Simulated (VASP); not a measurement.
# Settings for GaAs: band structure

GaAs, F-43m (no. 216), 2 atoms in the cell. R2SCAN; PAW potentials As, Ga_d (PBE set). VASP 6.6.1.

Wanted: band energies at the path's corners within 0.02 eV; smallest gap over path and mesh within 0.01 eV.

What the run is for: bands; Accuracy asked: standard; Route: KPOINTS_OPT.

Band energies at the path's corners: counted from the valence top.

POSCAR:
```
GaAs
1.0
    0.0000000000      2.8268500000      2.8268500000
    2.8268500000      0.0000000000      2.8268500000
    2.8268500000      2.8268500000      0.0000000000
As Ga
1 1
Direct
    0.7500000000      0.7500000000      0.7500000000
    0.0000000000      0.0000000000      0.0000000000
```

The series start from Plane-wave cutoff (eV): 330; k-point mesh: 6 × 6 × 6; k points a path segment: 12; Electronic threshold (eV): 1e-6; Precision mode (PREC): Accurate; Bands in all (NBANDS): 21; Aspherical gradient terms in the spheres (LASPH): yes. Each series keeps the choices made before it, and each single choice may use up half of a tolerance.

## Plane-wave cutoff (eV)

| Plane-wave cutoff (eV) | Band energies at the path's corners, largest deviation (eV) | Smallest gap over path and mesh (eV) | Time (s) |
|---|---|---|---|
| 230 | 0.010 | 0.991 | 122 |
| 280 | 0.001 | 0.994 | 163 |
| 330 | 0.001 | 0.994 | 121 |
| 370 | 0.001 | 0.995 | 379 |
| 460 | 0.001 | 0.996 | 385 |
| 580 (reference) | 0.000 | 0.995 | 309 |

Chosen: 280, the loosest value from which every tighter one stays within half of the tolerance.

## k-point mesh

| k-point mesh | Band energies at the path's corners, largest deviation (eV) | Smallest gap over path and mesh (eV) | Time (s) |
|---|---|---|---|
| 2 × 2 × 2 | 0.215 | 0.957 | 136 |
| 3 × 3 × 3 | 0.076 | 0.981 | 110 |
| 4 × 4 × 4 | 0.030 | 0.989 | 104 |
| 5 × 5 × 5 | 0.012 | 0.993 | 102 |
| 6 × 6 × 6 | 0.005 | 0.994 | 163 |
| 7 × 7 × 7 | 0.002 | 0.995 | 116 |
| 9 × 9 × 9 (reference) | 0.000 | 0.995 | 158 |

Chosen: 6 × 6 × 6.

## Electronic threshold (eV)

| Electronic threshold (eV) | Band energies at the path's corners, largest deviation (eV) | Smallest gap over path and mesh (eV) | Time (s) |
|---|---|---|---|
| 0.001 | 0.012 | 0.976 | 77 |
| 0.0001 | 0.001 | 0.994 | 63 |
| 1e-5 | 0.000 | 0.994 | 72 |
| 1e-6 | 0.000 | 0.994 | 88 |
| 1e-7 (reference) | 0.000 | 0.994 | 98 |

Chosen: 0.0001.

## Precision mode (PREC)

| Precision mode (PREC) | Band energies at the path's corners, largest deviation (eV) | Smallest gap over path and mesh (eV) | Time (s) |
|---|---|---|---|
| SingleN | 0.026 | 1.018 | 41 |
| Normal | 0.003 | 0.997 | 37 |
| Accurate (reference) | 0.000 | 0.994 | 63 |

Chosen: Normal.

## Bands in all (NBANDS)

| Bands in all (NBANDS) | Band energies at the path's corners, largest deviation (eV) | Smallest gap over path and mesh (eV) | Time (s) |
|---|---|---|---|
| 11 | 0.001 | 0.996 | 26 |
| 12 | 0.001 | 0.996 | 24 |
| 13 | 0.001 | 0.996 | 28 |
| 15 | 0.001 | 0.996 | 29 |
| 21 | 0.001 | 0.997 | 37 |
| 31 (reference) | 0.000 | 0.997 | 46 |

Chosen: 11.

## Aspherical gradient terms in the spheres (LASPH)

| Aspherical gradient terms in the spheres (LASPH) | Band energies at the path's corners, largest deviation (eV) | Smallest gap over path and mesh (eV) | Time (s) |
|---|---|---|---|
| no | 0.005 | 0.999 | 10 |
| yes (reference) | 0.000 | 0.996 | 26 |

Chosen: no.

Also changed on the way, by series that aren't shown: k points a path segment: 5.

## All choices together

| Input | Band energies at the path's corners, largest deviation (eV) | Smallest gap over path and mesh (eV) | Time (s) |
|---|---|---|---|
| the program's defaults (naive) | 0.030 | 0.992 | 24 |
| chosen settings | 0.006 | 0.999 | 10 |
| reference settings throughout | 0.000 | 0.996 | 921 |

The tolerance is met.

## The input

INCAR:
```
SYSTEM = GaAs
  METAGGA = R2SCAN
  ISMEAR = 0
  SIGMA = 0.03
  LWAVE = .False.
  LCHARG = .False.
  NBANDS = 11
  PREC = Normal
  LASPH = .False.
  LREAL = .False.
  ALGO = Normal
  EDIFF = 1E-4
  NELM = 120
  GGA_COMPAT = .False.
  ENCUT = 280
  EFERMI = MIDGAP
  LMIXTAU = .True.
```

KPOINTS:
```
Automatic mesh
0
Gamma
  6 6 6
  0 0 0
```

KPOINTS_OPT:
```
path GXWKGLUWLK,UX
5
line-mode
reciprocal
 0.0000000000  0.0000000000  0.0000000000  G
 0.5000000000  0.0000000000  0.5000000000  X

 0.5000000000  0.0000000000  0.5000000000  X
 0.5000000000  0.2500000000  0.7500000000  W

 0.5000000000  0.2500000000  0.7500000000  W
 0.3750000000  0.3750000000  0.7500000000  K

 0.3750000000  0.3750000000  0.7500000000  K
 0.0000000000  0.0000000000  0.0000000000  G

 0.0000000000  0.0000000000  0.0000000000  G
 0.5000000000  0.5000000000  0.5000000000  L

 0.5000000000  0.5000000000  0.5000000000  L
 0.6250000000  0.2500000000  0.6250000000  U

 0.6250000000  0.2500000000  0.6250000000  U
 0.5000000000  0.2500000000  0.7500000000  W

 0.5000000000  0.2500000000  0.7500000000  W
 0.5000000000  0.5000000000  0.5000000000  L

 0.5000000000  0.5000000000  0.5000000000  L
 0.3750000000  0.3750000000  0.7500000000  K

 0.6250000000  0.2500000000  0.6250000000  U
 0.5000000000  0.0000000000  0.5000000000  X
```

Commands:
```
cat potpaw_PBE.64/As/POTCAR potpaw_PBE.64/Ga_d/POTCAR > POTCAR
mpirun -np 1 vasp_std > vasp.out
```

Limits: r2SCAN gaps are mostly well below measured ones.

The chosen input took VASP 6.6.1 10 s on 1 core (Intel Xeon Platinum 8175M @ 2.50GHz (Skylake/Cascade Lake)), a shared host.

## An input that fails: fixed density asked without a density file

VASP's message: ERROR: charge density could not be read from file CHGCAR for ICHARG>10.

Changes against the starting input:
```
- NELM = 120
+ NELM = 72
+ ICHARG = 11
```
